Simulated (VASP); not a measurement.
Here is a VASP 6.6.1 calculation.

The input INCAR:

```
PREC = Accurate
ENCUT = 600
EDIFF = 1E-6
ISMEAR = -1
SIGMA = 0.05
LREAL = False
LASPH = True
NELM = 100
ALGO = Normal
ISIF = 3
LWAVE = False
LCHARG = False
GGA = PS
IVDW = 13
IBRION = 2
NSW = 40
EDIFFG = -0.01
```

The input KPOINTS:

```
regular mesh
0
Gamma
  8 8 5
```

File POSCAR:

```
ZnS
1.0
    3.8110000000      0.0000000000      0.0000000000
   -1.9055000000      3.3004228138      0.0000000000
    0.0000000000      0.0000000000      6.2340000000
Zn S
2 2
Direct
    0.6666666667      0.3333333333      0.5000000000
    0.3333333333      0.6666666667      0.0000000000
    0.6666666667      0.3333333333      0.8850000000
    0.3333333333      0.6666666667      0.3850000000
```

Potentials or basis: VASP PAW PBE potentials, release 64 (Zn, S).

Launch:

```console
$ cat potpaw_PBE.64/Zn/POTCAR potpaw_PBE.64/S/POTCAR > POTCAR
$ mpirun -np 1 vasp_std > vasp.out
```

Task: Predict the relaxed volume.

Result: 18.94 Å³/atom.

Task: What does it give for the space group after relaxing (to 0.05 Å)?

Result: P6_3mc (No. 186).

Task: What does it give for the dispersion energy per atom?

Result: -0.183 eV.

Final structure:
```
Zn S
1.0
     3.76343    0.00000    0.00000
    -1.88172    3.25923    0.00000
     0.00000    0.00000    6.17721
Zn S
2 2
Direct
  0.66667 0.33333 0.50546
  0.33333 0.66667 0.00546
  0.66667 0.33333 0.87954
  0.33333 0.66667 0.37954
```

Caveat: the PAW data sets were made with another functional, which shifts forces and pressure a little.
